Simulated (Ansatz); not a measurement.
# SnO2 (1T monolayer type, one sheet): optical response by level

How does SnO2 (1T monolayer type, one sheet) absorb light if electrons and holes don't interact? The runs, in order: HSE06 for the gap; optics with PBE on 12×12×1; optics with r2SCAN on 12×12×1; optics with LDA on 12×12×1; optics with PBE and scissors to the HSE06 gap on 12×12×1.

Method: plane waves, PAW; no local fields, no excitons, in Ansatz 0.2.0.

1 further run of the same task is left out (it didn't finish).

**1. The system as given**

Symmetry: P-3m1, No. 164, trigonal system. Conventional cell: a = 3.189 Å, b = 3.189 Å, c = 28.534 Å, α = 90.00°, β = 90.00°, γ = 120.00°. Sn (site symmetry -3m) has 6 O at 2.09 Å as nearest neighbours. O (site symmetry 3m) has 3 Sn at 2.09 Å as nearest neighbours.

Structure file:

```cif
data_structure
_symmetry_space_group_name_H-M 'P-3m1'
_symmetry_Int_Tables_number 164
_cell_length_a 3.1889
_cell_length_b 3.1889
_cell_length_c 28.5337
_cell_angle_alpha 90.000
_cell_angle_beta 90.000
_cell_angle_gamma 120.000
_cell_volume 251.29
loop_
_atom_site_label
_atom_site_type_symbol
_atom_site_symmetry_multiplicity
_atom_site_Wyckoff_symbol
_atom_site_fract_x
_atom_site_fract_y
_atom_site_fract_z
_atom_site_occupancy
Sn1 Sn 1 a 0.00000 0.00000 0.00000 1
O1 O 2 d 0.33333 0.66667 0.03474 1
```

The cell was relaxed beforehand with r2SCAN; those runs aren't shown. The cell holds one sheet and vacuum, and is periodic in the plane alone; ε, where given, is a mean over the whole height of the cell, so ε₂ and ε₁ − 1 scale inversely with that height and aren't the sheet's own values. No run includes spin-orbit coupling, which matters for Sn.

**2. HSE06 levels at special points**

Input file input.yaml:

```yaml
crystal:
  lattice:
    - [3.1889330004, 0.0, 0.0]
    - [-1.5944665002, 2.7616969893, 0.0]
    - [0.0, 0.0, 28.5336526072]
  atoms:
    - { symbol: Sn, position: [0.0, 0.0, 0.3154170314] }
    - { symbol: O, position: [0.3333333333, 0.6666666667, 0.3501534352] }
    - { symbol: O, position: [0.6666666667, 0.3333333333, 0.2806806276] }
  periodic: [true, true, false]
kpoints:
  mp_grid: { grid: [6, 6, 1] }
  band_path:
    path:
      - [0.0, 0.0, 0.0]
      - [0.5, 0.0, 0.0]
      - [0.3333333333, 0.3333333333, 0.0]
      - [0.244792, 0.244792, 0.0]
      - [0.05, 0.0, 0.0]
    npoints: 1
hamiltonian:
  xc: hse06
scf:
  occupations: { method: fixed }
  n_extra_bands: 4
output:
  forces: true
  stress: true
  eigenvalues: true
  write_density: true
  write_potential: true
  elf: true
  volumetric_format: npy
```

The run is started by

```bash
$ ansatz run input.yaml --threads 4 --pin off --max-ram 5529MiB --backend cpu --events-out ev --progress --plain --runs-dir out
```

The log of the run, cut to the lines that bear on the results:

```text
Warning: output.stress: scf.convergence.dr2_threshold = 1e-7 eV (the SCF's general default) is looser than the 3e-10 eV advised for a printed stress (1e-10 eV for each atom of the cell: 3). What an SCF threshold leaves in a stress goes as its square root, and in the free energy as the [...]
Warning: output.stress: scf.exx.energy_threshold = 1e-6 eV is looser than the 3e-8 eV advised for a stress under a hybrid functional (1e-8 eV for each atom of the cell: 3). Every SCF of the exchange loop can meet its threshold on dr2 while the loop round them stops early: no threshold on [...]
Warning: RAYON_NUM_THREADS=4 ignored (pool sized by the plan → 4); use --threads N
scf.n_extra_bands = 4 over 13 filled bands (N_el = 26.0): the run solves 17 bands
[...]
Pseudopotentials: kind: paw
Pseudopotential: Sn, paw, valence charge 14, recommended cutoff 420 eV (normal), Sn.paw.azcp
Pseudopotential: O, paw, valence charge 6, recommended cutoff 420 eV (normal), O.paw.azcp
Functional definition: HSE06
[...]
WARN: The output density's exchange-correlation potential varies sharply where the density is thin. Do not read a vacuum level from v_tot or v_xc, or from such a field of the output density. On a cell that repeats whose density bears no net charge and no dipole along the vacuum's axis use [...]
hybrid SCF converged: 3 outer / 14 inner (+2 warm-up), last move |dexx| = 4.96e-10 eV, tail = 9.00e-10 eV
Stability not checked: this state was not tested for a lower state beside it, because the functional holds exact exchange (a hybrid, or Hartree-Fock), whose exchange loop this test does not read (fock_operator; see scf.lower_state_search)
Free energy (F): -7162.161593 eV
Frozen-core exchange: fock
[...]
E sigma→0 (E₀):  -7162.161593 eV
Fermi energy:    -9.576370 eV
[...]
--- Forces (eV/Å), atoms counted from 1 ---
  atom   1  Sn    -0.00000000     0.00000000     0.00000000
  atom   2  O      0.00000000     0.00000000    -0.20393688
  atom   3  O      0.00000000    -0.00000000     0.20393688
[...]
--- 2D stress c σ (N/m, compression-positive) ---
       -0.880186       0.000000       0.000000
       -0.000000      -0.880186       0.000000
        0.000000       0.000000       0.000000
  P = ½ c Tr σ = -0.8802 N/m
--- Band table (eV; the first three rows and the last of 7) ---
  k-point 0: bands = ["-30.8360", "-30.5358", "-30.5358", "-30.2536", "-30.2536", "-28.9174", "-27.1655", "-13.1788", "-10.6708", "-10.6708", "-10.1933", "-10.1663", "-10.1663", "-5.0775", "-1.8968", "-0.0952", "-0.0928"]
[...]
  the weakly bound empty levels are not read free of the cell's end (exact_exchange)
```

Wall time 65 s (4 threads of Arm Neoverse V1, shared host); peak memory 2.6 GiB.

HSE06 puts the least direct gap over the mesh and the named points at 5.061 eV, and the least gap at 4.465 eV.

**3. Optics, PBE**

Input file input.yaml:

```yaml
crystal:
  lattice:
    - [3.1889330004, 0.0, 0.0]
    - [-1.5944665002, 2.7616969893, 0.0]
    - [0.0, 0.0, 28.5336526072]
  atoms:
    - { symbol: Sn, position: [0.0, 0.0, 0.3154170314] }
    - { symbol: O, position: [0.3333333333, 0.6666666667, 0.3501534352] }
    - { symbol: O, position: [0.6666666667, 0.3333333333, 0.2806806276] }
  periodic: [true, true, false]
kpoints:
  mp_grid: { grid: [12, 12, 1] }
hamiltonian:
  xc: pbe
scf:
  occupations: { method: fixed }
output:
  optics: { e_range: [0, 16], de: 0.05, sigma: 0.1, bands: auto }
  write_density: true
  write_potential: true
  elf: true
  volumetric_format: npy
```

The run is started by

```bash
$ ansatz run input.yaml --threads 4 --pin off --max-ram 5529MiB --backend cpu --events-out ev --progress --plain --runs-dir out
```

The log of the run:

```text
Warning: RAYON_NUM_THREADS=4 ignored (pool sized by the plan → 4); use --threads N
Engine: ansatz 0.2.0, aarch64-unknown-linux-gnu
Pseudopotentials: kind: paw
Pseudopotential: Sn, paw, valence charge 14, recommended cutoff 420 eV (normal), Sn.paw.azcp
Pseudopotential: O, paw, valence charge 6, recommended cutoff 420 eV (normal), O.paw.azcp
Functional definition: PBE
  parameter kappa = 0.804
  parameter beta = 0.06672455060314922
  exchange = pbe_x(kappa = kappa, mu = beta*pi^2/3)
  correlation = pbe_c(beta = beta)
Crystal: 3 atoms, lattice volume = 251.292 Å³
Basis set: ecut = 420 eV, 4955 PW (Γ)
Bands: 17, of which v1, the nominal top of the filled ones, is band 13 counted from 1 (12 counted from 0)
Symmetry: 12 space group operations
Space group: P-3m1 (ITA 164), of the structure as read, at distance tolerance 6.3e-5 Å
k-points: 19 of 144
Non-local potential: Sn, projectors of the file, l = 0: 2, l = 1: 2, l = 2: 2, l = 3: 2
Non-local potential: O, projectors of the file, l = 0: 2, l = 1: 2, l = 2: 1
PAW form: soft (Blöchl's): semilocal exchange-correlation on the pseudo side does not see the compensation charge
PAW one-centre angular grid: Sn, 590 points (default); XC on 64 Gauss nodes
PAW one-centre angular grid: O, 110 points (default); XC on 64 Gauss nodes
Initial density: superposition of atomic densities (neutral atoms: chi_scale 0, normalization atom), corrected by the library's trained network
Initial wavefunctions: pseudopotential atomic-orbital guess
Functional: x = pbe(κ = 0.804, μ = 0.2195149727645171), c = pbe(β = 0.06672455060314922)
SCF iter   1: F=—  HF=-7158.487289 eV  |F-HF|=—  |Δ(HF+E_count)|=         —  Δρ=1.22e-3  dr2=2.01e-3  ethr=1.77e-3  ⟨swp⟩=6.8  Hψ=1962  notcnv=0  defer=38
preconditioner: auto → none  [insulator: Δε(μ)=2.866 eV  Ē_g=19.429 eV  n_scr=16 (ndim 8)  ℏωp=11.9 eV  f_vac=0.823  ε∞_Penn≈1.4]
SCF iter   2: F=—  HF=-7158.487474 eV  |F-HF|=—  |Δ(HF+E_count)|=   1.85e-4  Δρ=6.52e-4  dr2=4.40e-4  ethr=7.72e-6  ⟨swp⟩=5.0  Hψ=1206  notcnv=0  defer=38
SCF iter   3: F=—  HF=-7158.487549 eV  |F-HF|=—  |Δ(HF+E_count)|=   7.51e-5  Δρ=2.70e-4  dr2=8.83e-5  ethr=1.69e-6  ⟨swp⟩=3.8  Hψ=758  notcnv=0  defer=38
SCF iter   4: F=—  HF=-7158.487645 eV  |F-HF|=—  |Δ(HF+E_count)|=   9.62e-5  Δρ=1.02e-4  dr2=1.11e-5  ethr=3.40e-7  ⟨swp⟩=2.9  Hψ=577  notcnv=0  defer=38
SCF iter   5: F=—  HF=-7158.487683 eV  |F-HF|=—  |Δ(HF+E_count)|=   3.78e-5  Δρ=2.48e-5  dr2=8.26e-7  ethr=4.27e-8  ⟨swp⟩=3.3  Hψ=697  notcnv=0  defer=38
SCF iter   6: F=—  HF=-7158.487687 eV  |F-HF|=—  |Δ(HF+E_count)|=   3.53e-6  Δρ=5.28e-6  dr2=4.77e-8  ethr=3.18e-9  ⟨swp⟩=3.3  Hψ=752  notcnv=0  defer=38
SCF iter   7: F=—  HF=-7158.487687 eV  |F-HF|=—  |Δ(HF+E_count)|=   7.96e-9  Δρ=1.57e-6  dr2=4.86e-9  ethr=1.84e-10  ⟨swp⟩=3.0  Hψ=732  notcnv=0  defer=38
SCF iter   8: F=—  HF=-7158.487687 eV  |F-HF|=—  |Δ(HF+E_count)|=   2.81e-9  Δρ=2.53e-7  dr2=1.13e-10  ethr=1.87e-11  ⟨swp⟩=2.9  Hψ=685  notcnv=0  defer=38
SCF iter   9: F=-7158.487687 eV  HF=-7158.487687 eV  |F-HF|=7.73e-11  |Δ(HF+E_count)|=  5.28e-11  Δρ=2.71e-8  dr2=2.54e-12  ethr=1.00e-12  ⟨swp⟩=18.4  Hψ=2904  notcnv=0
SCF 1 converged in 9 iterations: F = -7158.487687 eV  dr2 = 2.54e-12
NSCF: frozen V_eff on 19 k-points
Optics k sum: 0 of 19 k-points
[...]
NSCF: frozen V_eff on 1 k-points
NSCF: frozen V_eff on 1 k-points
NSCF: frozen V_eff on 1 k-points
WARN: The output density's exchange-correlation potential varies sharply where the density is thin. Do not read a vacuum level from v_tot or v_xc, or from such a field of the output density. On a cell that repeats whose density bears no net charge and no dipole along the vacuum's axis use v_es (v_loc + v_h of the components); under efield.dipole_correction with no amplitude use v_es + v_field, which holds any external_charges[].barrier, or the levels of the report's work_function block, which leave it out; under a non-zero efield.amplitude the vacuum is tilted and has no level; on a cell that repeats and bears such a dipole with no correction it is tilted too, and efield.dipole_correction with no amplitude gives each side of its ramp a level where efield: is served; in a cell that repeats whose density bears a net charge (total_charge, or a fill off its count) it is curved and has none; of a slab under crystal.periodic whose density bears no net charge use v_es, which has a level on each side, short of where the two are joined; of another it falls or rises all the way out and has none; of a slab beside external_charges read slab_vacuum_level instead, which it has where they leave it neutral. The grid or the basis barely resolves most such structure, and the values can differ between equally converged runs; as a rule a tighter scf.convergence.dr2_threshold does not remove it. Where the density itself ripples (under the LDA too) a higher basis.ecutwfc lessens it. The files hold the spikes' plane waves up to the density's cutoff. Files: v_tot_of_output_density and the like, and their columns of v_z.tsv (output.write_potential); v_xc_of_output_density and the like, and their columns of v_comp_z.tsv (output.write_potential_components). Measured: with its Gaussian average of σ = 0.25 Å subtracted twice, the exchange-correlation potential is over 0.1 eV at 2564 of the grid points where the equally averaged density (valence and model cores) is under 1e-3 e/Å³, and 1.12 eV at the most among them, at an averaged density of 2.4e-4 e/Å³. The input density's (outcome.potential() and, of a run that writes arrays, v_tot and v_xc) is over 0.1 eV, so measured, at 2564 points of its own thin density, 1.12 eV at the most. See output.write_potential in the manual, Limitations
output.optics: what the bands over the 118 summed would add to eps1, eps2 and the energy-loss function is held between a lower and an upper bound (4 Lanczos steps). eps1, eps2 and their loss function (loss_summed_bands) are given on every row as the summed bands alone make them. Along an axis, on a row where the two bounds hold the loss function to about 1 % of the greater of itself and 0.5 % of |1/eps|, its cell (loss_completed) is given, with the completed eps1 and eps2 that it is formed of (a cell that is left empty reads nan in the table and null in the record). The two bounds hold it so along every axis on all 321 rows up to 16.000 eV. The run works to bound the rows up to 28.129 eV and no higher ones: a peak of the loss function over that energy may be left empty with no warning. To have the run work for it, set output.optics.bands.spectra_wanted_up_to to a higher energy. perfect_screening_sum, loss_f_sum_n_eff and, beside carriers, perfect_screening_limit are those of loss_summed_bands: over the bounded function the two sums would run over rows that are not all bounded, and lack what the bands left out lay past the top of the energy grid. Bounded is said of the bands left out alone, which are those that the basis at basis.ecutwfc holds: it says nothing of that cutoff, of the k-point mesh, of what the sum inside its cells errs by (eps2_relative_error), of the factors of all_electron_strengths, nor of how far the SCF is converged. The bands left out are taken at the k-points, and what their mean over the points' cells stands off that by is in neither bound: the run's estimate of it, which the test of a row counts in, is 0.03 % of |eps| at the most among the values given; where the mean stood off by over 0.5 % the points' spread read 0.1 to 3 times that
SCF converged after 9 iterations
Free energy (F): -7158.487687 eV
Harris-Foulkes:  -7158.487687 eV  (|F-HF|=7.73e-11)
Internal energy: -7158.487687 eV  (E = F + TS)
E sigma→0 (E₀):  -7158.487687 eV
Fermi energy:    -8.292957 eV
--- Per-component energies (eV) ---
  E_band       = -503.785839
  E_kinetic    = 540.215885
  E_local      = -44305.068326  (includes V_loc(G=0)·N_el)
  E_nonlocal   = 66.725597
  E_hartree    = 21959.725623
  E_xc         = -527.549602
  E_vxc        = -281.930514  (∫ρ·V_xc dr)
  E_paw        = -4463.172805  (= ΣΔE_a)
  E_vpaw       = -443.184428  (= ΣTr[D̂ρ^β])
  E_aug_tail   = 0.004844  (compensation charges beyond the density's cutoff)
  E_ewald      = 19570.631098
  E_smearing   = -0.000000  (= −TS)
  E_closure    = -0.000000  (closes the sum)
  Σ components = -7158.487687   (vs F -7158.487687, Δ=0.00e0)
--- Band table (eV; the first three rows and the last of 19) ---
  k-point 0: bands = ["-28.1903", "-27.9105", "-27.9105", "-27.6793", "-27.6793", "-26.2246", "-24.4619", "-11.7584", "-9.5093", "-9.5093", "-9.0187", "-9.0187", "-8.9357", "-5.4199", "-2.3204", "-0.2201", "-0.2182"]
  k-point 1: bands = ["-28.1560", "-27.9744", "-27.8934", "-27.6985", "-27.6803", "-26.1811", "-24.3380", "-11.9069", "-9.8824", "-9.7060", "-9.2813", "-8.9260", "-8.6910", "-5.0593", "-2.0747", "-0.1074", "-0.0761"]
  k-point 2: bands = ["-28.1980", "-28.0172", "-27.8503", "-27.7301", "-27.6788", "-26.0419", "-24.0275", "-12.3854", "-10.6040", "-10.1030", "-9.4888", "-8.8050", "-8.5554", "-4.2384", "-1.5046", "0.1934", "0.3575"]
  k-point 18: bands = ["-28.4093", "-28.4093", "-27.7115", "-27.7115", "-27.6725", "-23.8115", "-23.8115", "-14.7548", "-11.9028", "-11.9028", "-10.9129", "-8.4356", "-8.4356", "-1.5982", "1.7589", "2.4242", "2.4242"]
```

Run time: 30 s. Hardware: 4 threads of Arm Neoverse V1, shared host; peak memory 1.1 GiB.

From the head of optics.tsv:

```
# eps_inf(xx yy zz) = 1.564971 1.564971 1.399838
# eps_inf_bands = all
# eps_inf_summed_bands(xx yy zz) = 1.554038 1.554038 1.387857
# eps_inf_completed(xx yy zz) = 1.564971 1.564971 1.399838
# eps2_relative_error = 0.0006
# eps_inf_relative_error = 0.0053
# f_sum_n_eff(xx yy zz) = 19.346790 19.346790 18.896853 of n_electrons = 26.000000
# n_bands = 118
# n_bands_set_by = photon_energy
# valid_up_to_ev = 36.241899
# least_direct_gap_ev = 3.515798e0 at k(fractional) = 0.000000 0.000000 0.000000, k_point = 0, channel = 0, bands = 12 13 (counted from 0)
```

The dielectric function from optics.tsv (yy equals xx), one row in 6 (narrow peaks fall between the rows):

```csv
E (eV),ε₂ xx,ε₂ zz,ε₁ xx,ε₁ zz
3.30,0.00,0.00,1.76,1.61
3.60,0.03,0.25,1.87,1.55
3.90,0.13,0.24,1.98,1.49
4.20,0.54,0.24,1.96,1.45
4.50,0.51,0.25,1.72,1.42
4.80,0.47,0.26,1.64,1.40
5.10,0.44,0.26,1.60,1.37
5.40,0.42,0.27,1.59,1.34
5.70,0.41,0.28,1.60,1.28
6.00,0.42,0.17,1.59,1.17
6.30,0.32,0.05,1.62,1.26
6.60,0.43,0.03,1.84,1.37
6.90,0.62,0.10,1.75,1.49
7.20,0.59,0.11,1.71,1.45
7.50,0.65,0.13,1.89,1.62
7.80,1.14,0.57,2.18,1.54
8.10,1.74,0.34,1.00,1.31
8.40,1.02,0.27,0.94,1.36
8.70,1.13,0.30,1.07,1.43
9.00,0.84,0.40,0.62,1.45
9.30,0.63,0.39,0.73,1.37
9.60,0.55,0.43,0.83,1.42
9.90,0.58,0.58,0.92,1.46
10.20,0.65,0.67,0.76,1.11
10.50,0.24,0.45,0.62,1.06
10.80,0.32,0.28,0.82,1.01
11.10,0.20,0.26,0.94,1.23
11.40,0.28,0.35,1.04,1.23
11.70,0.28,0.34,1.02,1.26
12.00,0.34,0.42,1.10,1.27
12.30,0.40,0.54,1.15,1.42
12.60,0.52,0.70,1.07,1.17
12.90,0.50,0.53,0.95,1.09
13.20,0.42,0.38,0.97,0.86
13.50,0.67,0.46,0.99,1.28
13.80,0.51,0.77,0.66,0.64
14.10,0.36,0.36,0.74,0.72
14.40,0.28,0.20,0.81,0.87
14.70,0.32,0.29,0.93,1.00
15.00,0.35,0.32,0.83,0.96
15.30,0.45,0.36,0.75,0.93
15.60,0.23,0.32,0.72,0.99
15.90,0.30,0.38,0.74,0.89
```

Tallest peaks of ε₂ (mean of the periodic axes): 1.9 at 8.00 eV, 1.2 at 8.80 eV, 0.7 at 13.55 eV.

[end of part 1 of 3]
